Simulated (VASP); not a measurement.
# MgI2 (so) (P-3m1) in VASP: single point with PBE+D3(BJ)

Aim: the single point of MgI2 (so) with PBE+D3(BJ).

All numbers are computed with VASP 6.6.1; they aren't measurements. Logs are shortened: lines on timing, memory, paths and dates and some standing lists are left out, and cuts for length are marked.

## Step 1: Starting point

The structure is trigonal, space group P-3m1 (No. 164). Conventional cell: a = 4.128 Å, b = 4.128 Å, c = 6.834 Å, α = 90.00°, β = 90.00°, γ = 120.00°. Mg (site symmetry -3m) has 6 I at 2.91 Å as nearest neighbours. I (site symmetry 3m) has 3 Mg at 2.91 Å as nearest neighbours.

## Step 2: Single point, PBE+D3(BJ), non-collinear spin, zero start, spin-orbit coupling

INCAR reads:

```
SYSTEM = MgI2
ALGO = Fast
EDIFF = 1E-6
ENCUT = 520
GGA = PE
GGA_COMPAT = .False.
ISIF = 2
ISMEAR = 0
IVDW = 12
LASPH = .True.
LCHARG = .False.
LORBIT = 11
LORBMOM = .True.
LREAL = .False.
LSORBIT = .True.
LWAVE = .False.
MAGMOM = 0 0 0 0 0 0 0 0 0
NBANDS = 29
NELM = 150
PREC = Accurate
SIGMA = 0.02
```

KPOINTS reads:

```
k-points
0
Gamma
  6 6 4
  0 0 0
```

POSCAR reads:

```
MgI2
1.0
    4.1278530052      0.0000000000      0.0000000000
   -2.0639265026      3.5748255656      0.0000000000
    0.0000000000      0.0000000000      6.8344896817
Mg I
1 2
Direct
    0.0000000000      0.0000000000      0.0000000000
    0.3333333333      0.6666666667      0.7544480392
    0.6666666667      0.3333333333      0.2455519608
```

Potentials or basis: VASP PAW PBE potentials, release 64 (Mg, I).

Started as:

```bash
$ cat potpaw_PBE.64/Mg/POTCAR potpaw_PBE.64/I/POTCAR > POTCAR
$ mpirun -np 1 vasp_ncl > vasp.out
```

OUTCAR:

```text
SYSTEM = MgI2
   EDIFF = 1E-6
   ENCUT = 520
   GGA = PE
   ISIF = 2
   ISMEAR = 0
   IVDW = 12
   LASPH = .True.
   LORBIT = 11
   LREAL = .False.
   LSORBIT = .True.
   NELM = 150
   PREC = Accurate
 IVDW          = 12

 ion  position               nearest neighbor table
   1  0.000  0.000  0.000-   2 2.91   3 2.91   3 2.91   2 2.91   3 2.91   2 2.91
   2  0.333  0.667  0.754-   1 2.91   1 2.91   1 2.91
   3  0.667  0.333  0.246-   1 2.91   1 2.91   1 2.91

  LATTYP: Found a hexagonal cell.
 ALAT       =     4.1278530052
 C/A-ratio  =     1.6557008384

  Lattice vectors:

 A1 = (   4.1278530052,   0.0000000000,   0.0000000000)
 A2 = (  -2.0639265026,   3.5748255656,   0.0000000000)
 A3 = (   0.0000000000,   0.0000000000,   6.8344896817)

Analysis of symmetry for initial positions (statically):
=====================================================================
 Subroutine PRICEL returns:
 Original cell was already a primitive cell.

 Routine SETGRP: Setting up the symmetry group for a
 hexagonal supercell.

 Subroutine GETGRP returns: Found 12 space group operations
 (whereof 12 operations were pure point group operations)
 out of a pool of 24 trial point group operations.

The static configuration has the point symmetry D_3d.

Analysis of symmetry for dynamics (positions and initial velocities):
=====================================================================
 Subroutine PRICEL returns:
 Original cell was already a primitive cell.

 Routine SETGRP: Setting up the symmetry group for a
 hexagonal supercell.

 Subroutine GETGRP returns: Found 12 space group operations
 (whereof 12 operations were pure point group operations)
 out of a pool of 24 trial point group operations.

The dynamic configuration has the point symmetry D_3d.

Analysis of structural, dynamic, and magnetic symmetry:
=====================================================================
 Subroutine PRICEL returns:
 Original cell was already a primitive cell.

 Routine SETGRP: Setting up the symmetry group for a
 hexagonal supercell.

 Subroutine GETGRP returns: Found 12 space group operations
 (whereof 12 operations were pure point group operations)
 out of a pool of 24 trial point group operations.

The overall configuration has the point symmetry D_3d.

 Subroutine INISYM returns: Found 12 space group operations
 (whereof 12 operations are pure point group operations),
 and found     1 'primitive' translations

----------------------------------------------------------------------------------------

                                     Primitive cell

  volume of cell :     100.8522

  direct lattice vectors                    reciprocal lattice vectors
     4.127853005  0.000000000  0.000000000     0.242256689  0.139866964  0.000000000
    -2.063926503  3.574825566  0.000000000     0.000000000  0.279733929  0.000000000
     0.000000000  0.000000000  6.834489682     0.000000000  0.000000000  0.146316703

  length of vectors
     4.127853005  4.127853005  6.834489682     0.279733929  0.279733929  0.146316703

  position of ions in fractional coordinates (direct lattice)
     0.000000000  0.000000000  0.000000000
     0.333333333  0.666666667  0.754448039
     0.666666667  0.333333333  0.245551961

  ion indices of the primitive-cell ions
   primitive index   ion index
                 1           1
                 2           2
                 3           3

----------------------------------------------------------------------------------------

 KPOINTS: k-points

Automatic generation of k-mesh.
 Grid dimensions read from file:
 generate k-points for:    6    6    4

 Generating k-lattice:

  Cartesian coordinates                     Fractional coordinates (reciprocal lattice)
[... 100 lines left out ...]
 number of electron      16.0000000 magnetization      -0.0000000      0.0000000     -0.0000000

 number of electron      16.0000000 magnetization      -0.0000000      0.0000000      0.0000000

 number of electron      16.0000000 magnetization      -0.0000000     -0.0000000     -0.0000000

 Free energy of the ion-electron system (eV)
  ---------------------------------------------------
  ext. energy  EPLUGINS =         0.00000000
  ---------------------------------------------------
  free energy    TOTEN  =        -7.93294295 eV

  energy without entropy =       -7.93294295  energy(sigma->0) =       -7.93294295

 E-fermi :   2.9294     XC(G=0):  -8.2956

 val. band max:        2.8154298495   @ k =   0.0000   0.0000   0.0000
 cond. band min:       5.9934094077   @ k =   0.5000  -0.0000   0.2500
 fundamental gap:      3.1779795582
 Fermi energy:         2.9293843641

 k-point     1 :       0.0000    0.0000    0.0000
  band No.  band energies     occupation
      1      -9.6504      1.00000
      2      -9.6504      1.00000
      3      -8.9229      1.00000
      4      -8.9229      1.00000
      5      -1.2147      1.00000
      6      -1.2147      1.00000
[... 733 lines left out ...]
     27      11.1404      0.00000
     28      11.2272      0.00000
 [bands above 28 left out]

------------------------ aborting loop because EDIFF is reached ----------------------------------------

 Edisp (eV)   -0.94414

 E8    (eV) :    -0.4225

  FORCE on cell =-STRESS in cart. coord.  units (eV):
  Direction    XX          YY          ZZ          XY          YZ          ZX
  --------------------------------------------------------------------------------------
  -------------------------------------------------------------------------------------
  Total      -0.02901    -0.02901    -0.02953    -0.00000     0.00000     0.00000
  in kB      -0.46086    -0.46086    -0.46906    -0.00000     0.00000     0.00000
  external pressure =       -0.46 kB  Pullay stress =        0.00 kB

 VOLUME and BASIS-vectors are now :
 -----------------------------------------------------------------------------
  energy-cutoff  :      520.00
  volume of cell :      100.85
      direct lattice vectors                 reciprocal lattice vectors
     4.127853005  0.000000000  0.000000000     0.242256689  0.139866964  0.000000000
    -2.063926503  3.574825566  0.000000000     0.000000000  0.279733929  0.000000000
     0.000000000  0.000000000  6.834489682     0.000000000  0.000000000  0.146316703

 POSITION                                       TOTAL-FORCE (eV/Angst)
 -----------------------------------------------------------------------------------
      0.00000      0.00000      0.00000        -0.000000      0.000000      0.000000
     -0.00000      2.38322      5.15627         0.000000     -0.000000      0.006597
      2.06393      1.19161      1.67822        -0.000000      0.000000     -0.006597
 -----------------------------------------------------------------------------------
    total drift:                               -0.000000      0.000000     -0.000000

  FREE ENERGIE OF THE ION-ELECTRON SYSTEM (eV)
  ---------------------------------------------------
  free  energy   TOTEN  =        -8.8770876815 eV

  energy  without entropy=       -8.8770876815  energy(sigma->0) =       -8.87708768

 orbital moment (x)

 # of ion     p       d       tot
 ----------------------------------------
  1        -0.000  -0.000  -0.000
  2        -0.000   0.000  -0.000
  3        -0.000   0.000  -0.000
 ----------------------------------------
           -0.000   0.000  -0.000

 orbital moment (y)

 # of ion     p       d       tot
 ----------------------------------------
  1        -0.000   0.000  -0.000
  2        -0.000  -0.000  -0.000
  3        -0.000   0.000  -0.000
 ----------------------------------------
           -0.000   0.000  -0.000

 orbital moment (z)

 # of ion     p       d       tot
 ----------------------------------------
  1         0.000   0.000   0.000
  2         0.000  -0.000  -0.000
  3         0.000   0.000   0.000
 ----------------------------------------
            0.000   0.000   0.000

 Spin-Orbit-Coupling matrix elements

 Ion:    1  E_soc:     -0.0001149
 l=   1
     0.0000000    -0.0000189    -0.0000188
    -0.0000189     0.0000000    -0.0000189
    -0.0000188    -0.0000189     0.0000000
 l=   2
     0.0000000    -0.0000001     0.0000000    -0.0000001    -0.0000002
    -0.0000001     0.0000000    -0.0000001    -0.0000001    -0.0000001
     0.0000000    -0.0000001     0.0000000    -0.0000001     0.0000000
    -0.0000001    -0.0000001    -0.0000001     0.0000000    -0.0000001
    -0.0000002    -0.0000001     0.0000000    -0.0000001     0.0000000
 l=   3
     0.0000000     0.0000000     0.0000000     0.0000000     0.0000000     0.0000000     0.0000000
     0.0000000     0.0000000     0.0000000     0.0000000     0.0000000     0.0000000     0.0000000
     0.0000000     0.0000000     0.0000000     0.0000000     0.0000000     0.0000000     0.0000000
     0.0000000     0.0000000     0.0000000     0.0000000     0.0000000     0.0000000     0.0000000
[... 29 lines left out ...]
 l=   2
     0.0000000    -0.0000080     0.0000000    -0.0000080    -0.0000335
    -0.0000080     0.0000000    -0.0000087     0.0000092    -0.0000080
     0.0000000    -0.0000087     0.0000000    -0.0000087     0.0000000
    -0.0000080     0.0000092    -0.0000087     0.0000000    -0.0000080
    -0.0000335    -0.0000080     0.0000000    -0.0000080     0.0000000
 l=   3
     0.0000000     0.0000000     0.0000000     0.0000000     0.0000000     0.0000000     0.0000000
     0.0000000     0.0000000     0.0000000     0.0000000     0.0000000     0.0000000     0.0000000
     0.0000000     0.0000000     0.0000000     0.0000000     0.0000000     0.0000000     0.0000000
     0.0000000     0.0000000     0.0000000     0.0000000     0.0000000     0.0000000     0.0000000
     0.0000000     0.0000000     0.0000000     0.0000000     0.0000000     0.0000000     0.0000000
     0.0000000     0.0000000     0.0000000     0.0000000     0.0000000     0.0000000     0.0000000
     0.0000000     0.0000000     0.0000000     0.0000000     0.0000000     0.0000000     0.0000000

 total charge

# of ion       s       p       d       tot
------------------------------------------
    1        0.141   0.114   0.029   0.283
    2        1.507   2.825   0.014   4.346
    3        1.507   2.825   0.014   4.346
--------------------------------------------------
tot          3.155   5.764   0.056   8.975

 magnetization (x)

# of ion       s       p       d       tot
------------------------------------------
    1        0.000  -0.000   0.000   0.000
    2        0.000   0.000   0.000   0.000
    3        0.000   0.000   0.000   0.000
--------------------------------------------------
tot          0.000   0.000   0.000   0.000

 magnetization (y)

# of ion       s       p       d       tot
------------------------------------------
    1        0.000   0.000   0.000   0.000
    2        0.000   0.000  -0.000   0.000
    3        0.000  -0.000  -0.000  -0.000
--------------------------------------------------
tot          0.000   0.000  -0.000  -0.000

 magnetization (z)

# of ion       s       p       d       tot
------------------------------------------
    1        0.000  -0.000  -0.000  -0.000
    2        0.000   0.000   0.000   0.000
    3        0.000   0.000   0.000   0.000
--------------------------------------------------
tot          0.000  -0.000  -0.000  -0.000
```

It took 2.5 min on 1 thread of Intel Xeon Platinum 8259CL at 2.50GHz (Skylake/Cascade Lake), shared host; peak memory 0.49 GiB.

What came out:

| Quantity | Value |
| --- | --- |
| Free energy | -8.8771 eV |
| Pressure | 0.0 GPa |
| Largest force | 0.007 eV/Å |
| Net moment | 0.00 μB per cell |
| Valence electrons inside the program's atomic spheres | Mg 0.28; I 4.35 |
| Dispersion energy per atom | -0.315 eV |

Forces in eV/Å, atoms in the order of the input:
```
Mg   0.000  0.000  0.000
I    0.000  0.000  0.007
I    0.000  0.000 -0.007
```

Moments on the atoms (μB; x, y, z):
```
Mg  0.00 0.00 0.00
I   0.00 0.00 0.00
I   0.00 0.00 0.00
```
